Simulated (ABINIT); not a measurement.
The system is Ta.

```
CELL_PARAMETERS angstrom
-1.65128 1.65128 1.65128
1.65128 -1.65128 1.65128
1.65128 1.65128 -1.65128
ATOMIC_POSITIONS crystal
Ta 0.00000 0.00000 0.00000
```

Base run:

```yaml
Program: ABINIT 10.8.3 (patched build)
Functional: PBE
Potentials_or_basis: PseudoDojo NC SR PBE v0.5 standard
Cutoff: 789 eV
k_mesh: 11 × 11 × 11
Occupations: fermi-dirac, width 0.05 eV
Spin: no spin polarisation
```

Its results: band gap on the k mesh none (metal or under the smearing width); pressure 2.5 GPa.

Task: The run is repeated on the same cell with these changes: potentials or basis from PseudoDojo NC SR PBE v0.5 standard to JTH PAW PBE v2.0; cutoff from 789 eV to 626 eV. What comes out?

Result: Band gap on the k mesh none (metal or under the smearing width); pressure 2.1 GPa.

Not every run made on this cell is shown here.
